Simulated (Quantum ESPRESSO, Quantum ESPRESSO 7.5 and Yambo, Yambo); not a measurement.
# BeTe (F-43m): G0W0 with and without spin-orbit coupling

Wanted: the effect of spin-orbit coupling on the quasiparticle gap of BeTe (F-43m).

Main program and level: Quantum ESPRESSO 7.5 and Yambo 5.3.0; PBE and many-body steps on it, plane waves.

**What was measured.**

- Gap 2.7 eV: absolute (indirect, Gamma to X) gap; bulk crystal (quoted from earlier experiment) (quoted in “The band structure of BeTe - a combined experimental and theoretical study”, 1997, arxiv:cond-mat/9712266).

- Gap 2.8 eV: absolute (indirect, Gamma to X) gap, second literature value; film (quoted from earlier experiment) (quoted in “The band structure of BeTe - a combined experimental and theoretical study”, 1997, arxiv:cond-mat/9712266).

### Step 1. Starting point

It takes space group F-43m (No. 216, cubic). Conventional cell: a = 5.663 Å, b = 5.663 Å, c = 5.663 Å, α = 90.00°, β = 90.00°, γ = 90.00°. Nearest to Be lie 4 Te at 2.45 Å. Nearest to Te lie 4 Be at 2.45 Å. Farther neighbours and most contacts between anions are not listed.

The cell and positions are those that the Materials Project relaxed with its own functionals (PBE, PBE+U or r2SCAN), kept fixed. Spin-orbit coupling is left out unless a step names it.

### Step 2. Empty states on the mesh, 4×4×4 mesh, 180 bands

This step: Quantum ESPRESSO 7.5; DFT, PBE, plane waves, norm-conserving pseudopotentials.

The sums over transitions need many empty states on a uniform mesh; this step solves for them.

The input, pw.in:

```
&control
  calculation = 'nscf'
  prefix = 'x'
  outdir = 'o'
  pseudo_dir = 'pseudo'
/
&system
  ibrav = 0
  nat = 2
  ntyp = 2
  ecutwfc = 88.0
  nbnd = 180
  force_symmorphic = .true.
/
&electrons
  conv_thr = 1e-9
  electron_maxstep = 80
  diago_full_acc = .true.
  diago_thr_init = 5e-6
/
ATOMIC_SPECIES
  Be 9.012 Be.upf
  Te 127.6 Te.upf
CELL_PARAMETERS angstrom
  -0.0000000000 2.8314587876 2.8314587876
  2.8314587876 0.0000000000 2.8314587876
  2.8314587876 2.8314587876 0.0000000000
ATOMIC_POSITIONS crystal
  Be 0.0000000000 0.0000000000 0.0000000000
  Te 0.7500000000 0.7500000000 0.7500000000
K_POINTS automatic
  4 4 4 0 0 0
```

On the command line:

```
$ OMP_NUM_THREADS=1 mpirun -n 4 pw.x -nk 4 -in pw.in > pw.out
```

The program printed:

```text
Program PWSCF v.7.5 starts

     This program is part of the open-source Quantum ESPRESSO suite
     for quantum simulation of materials; please cite
         "P. Giannozzi et al., J. Phys.:Condens. Matter 21 395502 (2009);
         "P. Giannozzi et al., J. Phys.:Condens. Matter 29 465901 (2017);
         "P. Giannozzi et al., J. Chem. Phys. 152 154105 (2020);
     in publications or presentations arising from this work. More details at

     Atomic positions and unit cell read from directory:
     o/x.save/

     Message from routine setup:
[...]
68.2968  68.2968  68.9724  68.9724  69.4415  70.2113  70.5064  71.4710
     [... 11 further rows ...]
   127.7937 128.1404 128.1404 128.7466 130.8447 132.3139 132.3569 132.3569
   132.8870 132.8870 133.6582 134.0310

          k = 0.3536 0.0000 0.0000 (  4256 PWs)   bands (ev):

     [... further k-points ...]

     highest occupied, lowest unoccupied level (ev):     8.4384   10.4653

     XML data file, pseudopotentials, collected wavefunctions

=------------------------------------------------------------------------------=
   JOB DONE.
=------------------------------------------------------------------------------=
```

Run time: 14 s. Hardware: 4 MPI ranks of Arm Neoverse V2, shared host; peak memory 0.46 GiB; 55 s of CPU time.

Numbers from this step:

- gap: 2.027 eV
- k of the valence top: 0, 0, 0
- k of the conduction bottom: 0, -0.5, -0.5
- least direct gap: 3.645 eV
- k points computed: 8
- lowest point of the top converged band, above the valence top: 120.9357 eV

On this mesh the gap is 2.027 eV.

The density comes from a self-consistent run that is not shown.

### Step 3. Conversion and set-up

This step: Yambo 5.3.0; conversion and set-up on PBE, plane waves, norm-conserving pseudopotentials.

The states are converted to the many-body program's format and the q mesh is built.

On the command line:

```
$ (cd o/x.save; p2y > p2y.log; mv SAVE ../..); yambo > setup.log
```

The program printed:

```text
 Yambo, version 5.3.0

 [02] CORE Variables Setup
 =========================

  [02.01] Unit cells
  ==================

  Cell kind             :  FCC
  Atoms in the cell     :  Be  Te
  number of Be atoms    :  1
  number of Te atoms    :  1

  List of atomic masses
  Mass of Be    :  9.012000
  Mass of Te    :  127.6000

  List of atomic coordinates    : [cc]
  Be1       :  0.000000  0.000000  0.000000  order 1
  Te1       :  8.026022  8.026022  8.026022  order 2

  Alat factors          :  5.350682  5.350682  5.350682 [a.u.]
  Direct lattice volume :  306.3778 [a.u.]
[...]
==========================================

 IBZ Q-points                                      :   8
 BZ  Q-points                                      :   64

 K/Q-points units:
 rlu = crystal or reduced units; cc = cartesian coordinates; iku = interal k-units

 Q [1]          [rlu]:  0.000000  0.000000  0.000000
 Q [2]          [rlu]:  0.54651E-16  0.26895E-16  0.25000
 Q [3]          [rlu]: -0.10930E-15 -0.53790E-16 -0.50000
[...]
Q [7]          [rlu]: -0.91171E-17 -0.50000     -0.50000
 Q [8]          [rlu]:  0.250000 -0.500000 -0.250000

  [03.01] X indexes
  =================

   [03.01.01] Sigma indexes
   ========================

 [06] Game Over & Game summary
```

Elapsed: 2.2 s, on 1 MPI rank; peak memory 0.25 GiB.

### Step 4. Scalar-relativistic

Now the one-shot GW correction: screening in the RPA, then the self-energy of the levels asked for.

This step: G0W0 on PBE, plane waves, norm-conserving pseudopotentials.

The input, gw1.in:

```
HF_and_locXC
gw0
dyson
ppa
em1d
rim_cut
RandQpts= 1000000
RandGvec= 1 RL
EXXRLvcs= 88 Ry
VXCRLvcs= 352 Ry
Chimod= "HARTREE"
% BndsRnXp
 1 | 180 |
%
NGsBlkXp= 17 Ry
% LongDrXp
 1 | 1 | 1 |
%
% GbndRnge
 1 | 180 |
%
DysSolver= "n"
ExtendOut
PPAPntXp= 27.21138 eV
% QPkrange
 1 | 1 | 13 | 16 |
 7 | 7 | 13 | 16 |
%
```

On the command line:

```
$ OMP_NUM_THREADS=1 mpirun -n 4 yambo -F gw1.in -J gw1 -C gw1 > gw1.log
```

The program printed:

```text
 Yambo, version 5.3.0

 [02] CORE Variables Setup
 =========================

  [... cell, symmetries and grids as in the set-up ...]

  [02.05] Energies & Occupations
  ==============================

  [X] === General ===
  [X] Electronic Temperature                        :  0.000000  0.000000 [eV K]
  [X] Bosonic    Temperature                        :  0.000000  0.000000 [eV K]
  [X] Finite Temperature mode                       : no
  [X] El. density                                   :  0.61673E+24 [cm-3]
  [X] Fermi Level                                   :  8.438418 [eV]

  [X] === Gaps and Widths ===
  [X] Conduction Band Min                           :  2.026900 [eV]
  [X] Valence Band Max                              :  0.000000 [eV]
  [X] Filled Bands                                  :  14
  [X] Empty Bands                                   :   15  180
  [X] Direct Gap                                    :  3.644779 [eV]
  [X] Direct Gap localized at k                     :  1
  [X] Indirect Gap                                  :  2.026900 [eV]
  [X] Indirect Gap between kpts                     :   1   7
  [X] Last valence band width                       :  3.120670 [eV]
  [X] 1st conduction band width                     :  3.269928 [eV]

 [03] Transferred momenta grid and indexing
 ==========================================

 IBZ Q-points                                      :   8
 BZ  Q-points                                      :   64

 K/Q-points units:
 rlu = crystal or reduced units; cc = cartesian coordinates; iku = interal k-units

 Q [1]          [rlu]:  0.000000  0.000000  0.000000
 Q [2]          [rlu]:  0.54651E-16  0.26895E-16  0.25000
 Q [3]          [rlu]: -0.10930E-15 -0.53790E-16 -0.50000
 Q [4]          [rlu]:  0.45585E-17  0.25000      0.25000
 Q [5]          [rlu]:  0.71568E-16  0.25000      0.50000
 Q [6]          [rlu]:  0.40755E-16  0.25000     -0.25000
 Q [7]          [rlu]: -0.91171E-17 -0.50000     -0.50000
 Q [8]          [rlu]:  0.250000 -0.500000 -0.250000

 [04] Coloumb potential Random Integration (RIM)
 ===============================================

  [04.01] RIM initialization
  ==========================

  * Diagonal components only detected *

  8 x (sBL volume)        :  0.101203 [a.u.]
  sBZ random points       :  1000000
  Points outside the sBZ  :   7968281
  RL volume               :  0.809622 [a.u.]
  Integrated volume       :  0.812845 [a.u.]

  [04.02] RIM integrals
  =====================

  Gamma point sphere radius             :  0.084531 [a.u.]
  Points outside the sphere             :   800476
  [Int_sBZ(q=0) 1/q^2]*(Vol_sBZ)^(-1/3) =:  7.776341
                                 should be <:  7.795600

  Summary of Coulomb integrals for non-metallic bands |Q|[au] RIM/Bare

  Q [1] 0.100000E-4 0.997530 * Q [2] 0.254239 1.068480
  Q [4] 0.293569 1.066792 * Q [6] 0.415170 1.029814
  Q [5] 0.486830 1.022655 * Q [3] 0.508477 1.020683
  Q [7] 0.587139 1.017590 * Q [8] 0.656441 1.014612

 [05] Dipoles
 ============

  [05.01] Setup: observables and procedures
  =========================================

 [06] Dynamic Dielectric Matrix (PPA)
 ====================================

 [WR./gw1//ndb.pp]---------------------------------------------------------------
  Brillouin Zone Q/K grids (IBZ/BZ)                :    8   64    8   64
  RL vectors                                       :   5209 [WF]
  Coulomb cutoff potential                         : none
  Electronic Temperature                           :  0.000000 [K]
  Bosonic    Temperature                           :  0.000000 [K]
  PPA    diel. fun.  energies                      : Perdew, Burke & Ernzerhof(X)+Perdew, Burke & Ernzerhof(C)
  wavefunctions                                    : Perdew, Burke & Ernzerhof(X)+Perdew, Burke & Ernzerhof(C)
  Global Gauge                                     : length
  X matrix size                                    :   387
  X band range                                     :    1  180
  X e/h energy range                               : -1.000000 -1.000000 [eV]
  X Time ordering                                  : R
  X Hxc Kernel                                     : HARTREE
  X Drude frequency                                :  0.000000  0.000000
  X poles                                          :  100.0000 [o/o]
  RL vectors in the sum                            :   5209
  [r,Vnl] included                                 : yes
  Field direction                                  :  0.577350E-5  0.577350E-5  0.577350E-5
  BZ energy Double Grid                            : no
  BZ energy DbGd points                            : 0
  BZ Q point size factor                           : -1.000000
  X Optical Averaged directions                    : none

 [07] Local Exchange-Correlation + Non-Local Fock
 ================================================

 [VXC] Plane waves :   34327
 [EXS] Plane waves :   4285

 QP @ state[ 1 ] K range:  1  1
 QP @ state[ 1 ] b range:  13  16
 QP @ state[ 2 ] K range:   7   7
 QP @ state[ 2 ] b range:  13  16

 [xc] Functional : Perdew, Burke & Ernzerhof(X)+Perdew, Burke & Ernzerhof(C)
 [xc] LIBXC used to calculate xc functional
  PP Number of Atomic Species                      :  2
  NLCC RL compoments                               :   34327
  PP Number of Atomic Species                      :  2
  NLCC RL compoments                               :   34327

 [xc] E_xc :  -22.86069 [Ha]
      E_xc :  -45.72138 [Ry]

  Local XC kind (lXC) : Perdew, Burke & Ernzerhof(X)+Perdew, Burke & Ernzerhof(C)
  Non-Local XC kind (nlXC) : Hartree-Fock

  Corrections @ K [1] :  [eV]
 <13|nlXC|13> = -15.11881  0.17653E-16 <13|lXC|13> = -13.37049  0.80203E-22
 <14|nlXC|14> = -15.11863  0.43565E-17 <14|lXC|14> = -13.37049  0.14161E-15
 <15|nlXC|15> = -5.917710 -0.29029E-17 <15|lXC|15> = -10.43562  0.47206E-16
 <16|nlXC|16> = -5.917894  0.49395E-18 <16|lXC|16> = -10.43562  0.18882E-15

  Corrections @ K [7] :  [eV]
 <13|nlXC|13> = -14.62231  0.26650E-16 <13|lXC|13> = -11.87648  0.76707E-16
 <14|nlXC|14> = -14.62238 -0.92284E-17 <14|lXC|14> = -11.87648 -0.47203E-16
 <15|nlXC|15> = -5.120957  0.29921E-18 <15|lXC|15> = -8.959032 -0.11793E-16
 <16|nlXC|16> = -5.810336 -0.53086E-18 <16|lXC|16> = -9.791950  0.94287E-16

 [08] Dyson equation: Newton solver
 ==================================

  [08.01] G0W0 (W PPA)
  ====================

  [  GW  ] Bands range     :    1  180
  [GW/PPA] G damping       :  0.100000 [eV]

  QP @ state[ 1 ] K range:  1  1
  QP @ state[ 1 ] b range:  13  16
  QP @ state[ 2 ] K range:   7   7
  QP @ state[ 2 ] b range:  13  16

   Sc/G bands                                       :    1  180
   Sc/G damping                                     :  0.100000 ev
   Sc bands terminator                              : no
   Sx RL components                                 :   4285

   QP @ state[ 1 ] K range                          :  1  1
   QP @ state[ 1 ] b range                          :  13  16
   QP @ state[ 2 ] K range                          :   7   7
   QP @ state[ 2 ] b range                          :  13  16
   GF energies kind                                 : Perdew, Burke & Ernzerhof(X)+Perdew, Burke & Ernzerhof(C)
   GF WF`s kind                                     : Perdew, Burke & Ernzerhof(X)+Perdew, Burke & Ernzerhof(C)
   Xs energies kind                                 : Perdew, Burke & Ernzerhof(X)+Perdew, Burke & Ernzerhof(C)
   Xs WF`s kind                                     : Perdew, Burke & Ernzerhof(X)+Perdew, Burke & Ernzerhof(C)

 [11] Game Over & Game summary
```

Elapsed: 3.6 min, on 4 MPI ranks; peak memory 1.8 GiB.

Numbers from this step:

```yaml
g0w0_gap_on_the_points_computed: 2.868 eV
starting_gap_on_the_mesh: 2.027 eV
k_of_the_valence_top: 0, 0, 0
k_of_the_conduction_bottom: 0, -0.5, -0.5
least_direct_g0w0_gap_on_the_computed_points: 4.727 eV
z_at_the_valence_top: 0.8047
z_at_the_conduction_bottom: 0.8172
```

The gap on the mesh goes from 2.03 eV to 2.87 eV, a correction of +0.84 eV.

### Step 5. Empty states on the mesh, 4×4×4 mesh, 360 bands

This step: Quantum ESPRESSO 7.5; DFT, PBE with spin-orbit coupling, plane waves, norm-conserving pseudopotentials.

Edit pw.in of step 2 so:

```diff
@@ -11,4 +11,6 @@
   ecutwfc = 88.0
-  nbnd = 180
+  nbnd = 360
   force_symmorphic = .true.
+  noncolin = .true.
+  lspinorb = .true.
 /
```

On the command line:

```
$ OMP_NUM_THREADS=1 mpirun -n 4 pw.x -nk 4 -in pw.in > pw.out
```

The program printed:

```text
[banner, memory and clock lines left out]
Program PWSCF v.7.5 starts

     Atomic positions and unit cell read from directory:
     o/x.save/

     Message from routine setup:
     using ibrav=0 with symmetry is DISCOURAGED, use correct ibrav instead

     G-vector sticks info

     bravais-lattice index     =            0
     lattice parameter (alat)  =       7.5670  a.u.
     unit-cell volume          =     306.3778 (a.u.)^3
     number of atoms/cell      =            2
     number of atomic types    =            2
     number of electrons       =        28.00
[...]
[... 33 further rows ...]
[...]
k =-0.3536-0.3536 0.3536 (  4314 PWs)   bands (ev):

  -150.2883-150.2883-107.1048-107.1048 -97.3969 -97.3969 -97.3969 -97.3969
[...]
[... 33 further rows ...]
   132.0162 132.0162 132.4682 132.4682 132.4787 132.4787 133.1203 133.1203
   133.1617 133.1617 135.1384 135.1384 135.4491 135.4491 136.8267 136.8267

          k = 0.3536 0.0000 0.0000 (  4256 PWs)   bands (ev):

     [... further k-points ...]

     highest occupied, lowest unoccupied level (ev):     8.7377   10.4720

     XML data file, pseudopotentials, collected wavefunctions
```

Run time: 74 s. Hardware: 4 MPI ranks; peak memory 1.3 GiB.

This step gave:

```yaml
gap: 1.734 eV
k_of_the_valence_top: 0, 0, 0
k_of_the_conduction_bottom: 0, -0.5, -0.5
least_direct_gap: 3.320 eV
k_points_computed: 8
lowest_point_of_the_top_converged_band_above_the_valence_top: 121.5123 eV
```

On this mesh the gap is 1.734 eV.

The density comes from a self-consistent run that is not shown, made with spin-orbit coupling and fully relativistic files.

[end of part 1 of 2]

[Paths, hosts, dates, memory and timing lines, banners, echoed tables and standing remarks are left out of the program output.]

[Logs are printed without paths, hosts, clocks, repeated set-up lines and the standing remarks that a program may print on its own settings, such as how far it seeks lower states.]

[Runs of the session that timed out or met a known fault of the program may be left out.]

[Hosts, paths, dates, database ids (printed as entryN), source tags and the programs' standing remarks are cut or masked in the printed files.]
